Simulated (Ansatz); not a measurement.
# Si in place of C at several sites of C(111) slab, H on both faces (96 atoms), part 3 of 3

Aim: make Si in place of C at several sites of C(111) slab, H on both faces (96 atoms), relax each, and compare their energies.

Ansatz 0.2.0; Kohn-Sham DFT, PBE+D4, PAW (set soft_2), plane waves.

The cell: 64 C and 32 H. The Brillouin zone is sampled at Γ only, in a cell whose shortest periodic width is 9 Å.

So far. Step 2 (Single point at the start): The r.m.s. force at the start is 1.0 eV/Å. Step 3 (Relaxation): The relaxation converged after 4 steps, 2.46 eV below its start, with a largest force component of 0.026 eV/Å.

### 5. Si on a site of C, site C1

The site has 4 bonded neighbours (C4) at 1.54 Å on average, by cutoffs that count no bonds between two metal atoms or like ions, in the slab. The change is made in the relaxed cell and the atoms are relaxed again, with spin allowed.

input.yaml reads:

```yaml
crystal:
  lattice:
    - [10.089, 0.0, 0.0]
    - [-5.0445, 8.73733, 0.0]
    - [0.0, 0.0, 16.75426]
  atoms:
    - { symbol: Si, position: [0.33375, 0.91691, 0.4538], spin: 0.6 }
    - { symbol: C, position: [0.25046, 0.0003, 0.42499], spin: 0.6 }
    - { symbol: C, position: [0.1671, 0.83361, 0.57546] }
    - { symbol: C, position: [0.33377, 0.91694, 0.54663], spin: 0.6 }
    [... atom lines 5 to 96 left out ...]
magnetization:
  spin_polarized: true
kpoints:
  mp_grid: { grid: [1, 1, 1] }
hamiltonian:
  xc: pbe
  dispersion: d4
scf:
  occupations: { method: fermi_dirac, width: 0.025 }
  lower_state_search: "off"
output:
  forces: true
  eigenvalues: true
relax:
  f_tol: 0.05
  max_steps: 90
```

Run with:

```sh
> ansatz run input.yaml --threads 4 --pin off --max-ram 8192MiB --backend cpu --events-out ev --progress --plain --runs-dir out
```

Numbers of over 12 decimals in the logs are rounded to 6 here.

Output:

```text
[...]
Crystal: 96 atoms, lattice volume = 1476.903 Å³
Basis set: ecut = 420 eV, 28867 PW (Γ), exchange–correlation on 144×144×240 points (8 copies of the dense FFT grid, shifted against one another)
Bands: 242, of which v1, the nominal top of the filled ones, is band 144 counted from 1 (143 counted from 0)
Symmetry: 1 space group operations
[...]
k-points: 1
[...]
Starting moments: Σ|m| = 3 μB on 5 of 96 sites
[...]
SCF iter   1: F=—  HF=-16997.040885 eV  |F-HF|=—  |Δ(HF+E_count)|=         —  Δρ=4.76e-2 (↑4.41e-2 ↓4.76e-2)  dr2=1.27e2  dr2_m=5.41e-1  M=0.000 μB ∫|m|=0.489 μB  β_m=0.30  ethr=3.10e-3  ⟨swp⟩=7.0  Hψ=2600  notcnv=0  defer=119
[...]
spin=Collinear: Resta preconditioning applied to the charge; magnetization (m = ρ↑ − ρ↓) channel mixes plain (no charge-response kernel on spin).
SCF iter   2: F=—  HF=-16969.307281 eV  |F-HF|=—  |Δ(HF+E_count)|=    2.77e1  Δρ=3.04e-2 (↑2.86e-2 ↓3.04e-2)  dr2=4.47e1  dr2_m=2.80e-1  M=0.000 μB ∫|m|=0.379 μB  β_m=0.30  ethr=3.10e-3  ⟨swp⟩=3.0  Hψ=878  notcnv=0  defer=180
SCF iter   3: F=—  HF=-16955.935653 eV  |F-HF|=—  |Δ(HF+E_count)|=    1.34e1  Δρ=1.04e-2 (↑1.04e-2 ↓9.80e-3)  dr2=3.53e0  dr2_m=1.46e-1  M=0.000 μB ∫|m|=0.301 μB  β_m=0.30  ethr=3.10e-3  ⟨swp⟩=4.0  Hψ=1196  notcnv=0  defer=180
[...]
SCF iter   7: F=—  HF=-16955.466308 eV  |F-HF|=—  |Δ(HF+E_count)|=   1.26e-2  Δρ=1.00e-3 (↑1.00e-3 ↓9.39e-4)  dr2=9.83e-4  dr2_m=1.24e-2  M=0.000 μB ∫|m|=0.112 μB  β_m=0.30  ethr=1.62e-6  ⟨swp⟩=2.0  Hψ=592  notcnv=0  defer=180
[...]
spin-set hold released at iteration 7 (site moments contracting): the magnetisation degrees of freedom join the quasi-Newton model from the next iteration; the mixer history was flushed
SCF iter   8: F=—  HF=-16955.471518 eV  |F-HF|=—  |Δ(HF+E_count)|=   5.21e-3  Δρ=7.31e-4 (↑7.31e-4 ↓7.11e-4)  dr2=2.80e-4  dr2_m=6.88e-3  M=0.000 μB ∫|m|=0.088 μB  β_m=0.65  ethr=3.41e-7  ⟨swp⟩=2.0  Hψ=753  notcnv=0  defer=180
SCF iter   9: F=—  HF=-16955.478304 eV  |F-HF|=—  |Δ(HF+E_count)|=   6.79e-3  Δρ=1.06e-4 (↑1.06e-4 ↓6.80e-5)  dr2=1.66e-4  dr2_m=8.91e-5  M=0.000 μB ∫|m|=0.019 μB  β_m=0.62  ethr=9.73e-8  ⟨swp⟩=3.0  Hψ=807  notcnv=0  defer=180
[...]
SCF iter  11: F=-16955.478372 eV  HF=-16955.478379 eV  |F-HF|=6.49e-6  |Δ(HF+E_count)|=   2.95e-5  Δρ=1.21e-5 (↑1.16e-5 ↓1.21e-5)  dr2=8.21e-6  dr2_m=5.52e-7  M=0.000 μB ∫|m|=0.002 μB  β_m=0.66  ethr=1.03e-9  ⟨swp⟩=4.5  Hψ=1977  notcnv=0
SCF iter  12: F=-16955.478377 eV  HF=-16955.478377 eV  |F-HF|=5.59e-8  |Δ(HF+E_count)|=   1.60e-6  Δρ=2.53e-6 (↑2.38e-6 ↓2.53e-6)  dr2=3.61e-8  dr2_m=7.27e-8  M=0.000 μB ∫|m|=0.001 μB  ethr=1.03e-9  ⟨swp⟩=3.5  Hψ=1637  notcnv=0
WARN: the starting moments were not kept: the SCF closed with an absolute magnetisation of 8.8e-4 μB, where they sum to 3 μB in size (5 sites). That is at most 0.1 of that sum. Measured as dr2_m measures the in/out step, that magnetisation stands 1.7e-8 eV from none, [...]
SCF 1 converged in 12 iterations: F = -16955.478377 eV  dr2 = 3.61e-8
[...]
relax step   1: F+E_penalty+E_count = -16955.47837735 eV  Δ(F+E_penalty+E_count) = +0.000e0 eV  max|allowed force component| = 1.284e1 eV/Å  Δτ_max = 0.0000 Å  (12 SCF iters, dr2 threshold 6.25e-5 eV, accepted)
[...]
relax step   2: F+E_penalty+E_count = -16959.74406370 eV  Δ(F+E_penalty+E_count) = -4.266e0 eV  max|allowed force component| = 5.692e0 eV/Å  Δτ_max = 0.1667 Å  (7 SCF iters, dr2 threshold 1.00e-4 eV, accepted)
[...]
relax step   3: F+E_penalty+E_count = -16961.08279493 eV  Δ(F+E_penalty+E_count) = -1.339e0 eV  max|allowed force component| = 1.339e0 eV/Å  Δτ_max = 0.1958 Å  (7 SCF iters, dr2 threshold 1.00e-4 eV, accepted)
[...]
relax step   4: F+E_penalty+E_count = -16961.13637516 eV  Δ(F+E_penalty+E_count) = -5.358e-2 eV  max|allowed force component| = 7.361e-1 eV/Å  Δτ_max = 0.0798 Å  (5 SCF iters, dr2 threshold 1.00e-4 eV, accepted)
[...]
relax step   5: F+E_penalty+E_count = -16961.18551579 eV  Δ(F+E_penalty+E_count) = -4.914e-2 eV  max|allowed force component| = 3.377e-1 eV/Å  Δτ_max = 0.0334 Å  (6 SCF iters, dr2 threshold 3.39e-5 eV, accepted)
[...]
relax step   6: F+E_penalty+E_count = -16961.18893210 eV  Δ(F+E_penalty+E_count) = -3.416e-3 eV  max|allowed force component| = 1.236e-1 eV/Å  Δτ_max = 0.0146 Å  (5 SCF iters, dr2 threshold 2.40e-5 eV, accepted)
[...]
relax step   7: F+E_penalty+E_count = -16961.18991619 eV  Δ(F+E_penalty+E_count) = -9.841e-4 eV  max|allowed force component| = 3.043e-2 eV/Å  Δτ_max = 0.0113 Å  (7 SCF iters, accepted)
SCF converged after 7 iterations
Magnetization: 0.0000 μB (144.0000 up, 144.0000 down)
Absolute magnetization: 0.0000 μB (∫|ρ↑−ρ↓|, with the PAW one-centre terms)
[...]
Per-site moments (μB) at R_I (Å): [(-4.833437072558368e-8, 0.721629), (-8.412140402507576e-8, 0.454586), (2.789841234163917e-7, 0.459040), (-2.8404487940662506e-7, 0.628741), (-9.871357460101813e-8, 0.621729), [...]
Free energy (F): -16961.189916 eV
[...]
Internal energy: -16961.189916 eV  (E = F + TS)
E sigma→0 (E₀):  -16961.189916 eV
Fermi energy:    1.973801 eV
[...]
Σ components = -16961.189916   (vs F -16961.189916, Δ=0.00e0)
--- Forces (eV/Å), atoms counted from 1 ---
  atom   1  Si     0.00006348     0.00007708     0.01612905
  atom   2  C      0.01449614    -0.00833930     0.00091347
  atom   3  C     -0.00321907    -0.00184033     0.00068976
  atom   4  C      0.00000636    -0.00001356    -0.03042666
[...]
atom  96  H      0.00001712     0.00049628     0.00049135
  max |Σ_I F_I| component: 7.83e-5 eV/Å
--- Band table (eV) ---
[...]
--- Relaxed structure (7 steps of the walk, 7 accepted, 0 SCFs on fresh bases) ---
  F+E_penalty+E_count = -16961.18991619 eV   max|allowed force component| = 3.043e-2 eV/Å
  atoms:
    - { symbol: Si, position: [0.333730, 0.916914, 0.440309] }
    - { symbol: C, position: [0.236577, 0.014068, 0.415118] }
    - { symbol: C, position: [0.165765, 0.832932, 0.576211] }
    - { symbol: C, position: [0.333731, 0.916915, 0.551638] }
[...]
- { symbol: H, position: [0.917151, 0.083757, 0.643292] }
```

Wall time 3.3 min (4 threads of Arm Neoverse V1, shared host); peak memory 2.3 GiB.

The program notes that starting moments were not kept.

The relaxation converged after 7 steps, 5.71 eV below its start, with a largest force component of 0.030 eV/Å.

Local excerpt of 14 atoms (numbers count through the whole input) about the Si atom, after relaxation; x, y, z are measured from there.

```
atom      x      y      z  distance (Å)  bonds
 Si1   0.00   0.00   0.00          0.00      4
  C6   0.00  -1.70  -0.42          1.75      4
 C10   1.47   0.85  -0.42          1.75      4
  C2  -1.47   0.85  -0.42          1.75      4
  C4   0.00   0.00   1.87          1.87      4
 H67   0.00  -1.91  -1.50          2.43      1
 H69   1.66   0.96  -1.50          2.43      1
 H65  -1.66   0.96  -1.50          2.43      1
  C5   1.28  -2.23   0.21          2.58      4
 C49  -1.28  -2.23   0.21          2.58      4
  C9   2.57   0.01   0.21          2.58      4
 C37  -2.57   0.01   0.21          2.58      4
 C41   1.30   2.22   0.21          2.58      4
 C25  -1.30   2.22   0.21          2.58      4
```

The column of bonds counts only the pairs C-C within 1.85 Å, C-H within 1.34 Å, C-Si within 2.27 Å; other neighbours, such as metal atoms beside each other in a compound, aren't counted, and periodic images can show an atom twice.

The largest move is 0.48 Å, by H67.

### 6. Si on a site of C, site C63

The site has 4 bonded neighbours (HC3) at 1.43 Å on average, in the slab. 

Input and log are left out; they have the form of those shown for this kind of step.

Wall time 3.1 min (4 threads of Arm Neoverse V1, shared host); peak memory 2.3 GiB.

The relaxation converged after 7 steps, 6.90 eV below its start, with a largest force component of 0.044 eV/Å.

Local excerpt of 11 atoms (numbers count through the whole input) about the Si atom, after relaxation; x, y, z are measured from there.

```
atom      x      y      z  distance (Å)  bonds
Si63   0.00   0.00   0.00          0.00      4
 H96   0.00   0.00   1.50          1.50      1
 C24   0.00  -1.59  -0.80          1.78      4
 C64   1.38   0.80  -0.80          1.78      4
 C56  -1.38   0.80  -0.80          1.78      4
 C27   2.59   0.01  -0.35          2.61      4
 C23  -1.29  -2.25  -0.35          2.61      4
 C15   1.30   2.24  -0.35          2.61      4
 C39   1.28  -2.25  -0.35          2.61      4
 C59  -1.30   2.24  -0.35          2.61      4
 C55  -2.59   0.01  -0.35          2.61      4
```

The column of bonds counts only the pairs C-C within 1.85 Å, C-H within 1.34 Å, C-Si within 2.17 Å, H-Si within 1.78 Å; other neighbours, such as metal atoms beside each other in a compound, aren't counted, and periodic images can show an atom twice.

The largest move is 0.74 Å, by H96.

### 7. The sites compared

All these cells hold the same atoms, so their energies can be compared with no chemical potential.

```
site  neighbours  mean distance (Å)  atoms within 6 Å  energy over the best site (eV)  before relaxation (eV)  gain on relaxing (eV)
 C63         HC3               1.43               106                            0.00                    0.96                   6.90
  C1          C4               1.54               106                            0.23                    0.00                   5.71
```

Neighbours are those of the relaxed host within 1.85 Å (C-C), 1.34 Å (C-H); other pairs aren't counted.

### 8. Findings

The cheapest site is C63 (4 neighbours, HC3); the dearest, C1 (4 neighbours, C4), costs 0.23 eV more. Relaxation changes the order: the best site before relaxing was C1.

**Limits.** Defects are neutral and interact with their images. The reference ran with fixed occupations, but 2 of the 2 defect cells with fermi-dirac smearing of 0.025 eV, spin polarised. In the spin-polarised runs the search for a state of lower energy was switched off. Only 2 of the 64 C sites were tried; unless symmetry makes the others alike to these, a cheaper one may exist.

The DFT runs together took 7.4 min of wall time.

[Logs are printed without paths, hosts, clocks, repeated set-up lines and the standing remarks that a program may print on its own settings, such as how far it seeks lower states.]

[Hosts, paths, dates, database ids (printed as entryN), source tags and the programs' standing remarks are cut or masked in the printed files.]
